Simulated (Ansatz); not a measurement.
HfN in Ansatz: convergence with n extra bands

Input of the first run (n extra bands 1); the others differ in this setting and in those tied to it:

The input input.yaml:

```yaml
crystal:
  lattice:
    - [0.0, 2.454822, 2.454822]
    - [2.454822, 0.0, 2.454822]
    - [2.454822, 2.454822, 0.0]
  atoms:
    - { symbol: Hf, position: [0.0, 0.0, 0.0] }
    - { symbol: "N", position: [0.25, 0.25, 0.25] }
hamiltonian:
  xc: pbe
  pseudopotentials: { kind: nc_fr, accuracy: standard }
magnetization:
  noncollinear: true
  spin_orbit: true
kpoints:
  mp_grid: { grid: [8, 8, 8] }
scf:
  occupations: { method: cold, width: 0.1 }
  n_extra_bands: 1
output:
  forces: true
  stress: true
  eigenvalues: true
```

Potentials or basis: PseudoDojo standard (PBE files).

Run with:

```sh
$ ansatz run input.yaml --threads 2 --pin off --max-ram 5632MiB --backend cpu --events-out ev --progress --plain --runs-dir out
```

The cell comes from a database or a generator and needn't be the stable form of this composition.

Hardware: 2 threads of Arm Neoverse V2 (shared host).

```tsv
n extra bands	energy less the tightest run, at zero smearing (meV/atom)	SCF cycles	CPU time (s)	peak memory (GiB)
1	0.00	7	14	0.47
2	0.00	7	10	0.47
4	0.00	7	11	0.48
8	0.00	7	12	0.49
16	0.00	7	14	0.53
32	0.00	7	21	0.59
```

Against the tightest run, the energy stays within 1 meV/atom from 1 on. The tightest run that finished is the yardstick and may itself not be fully converged.
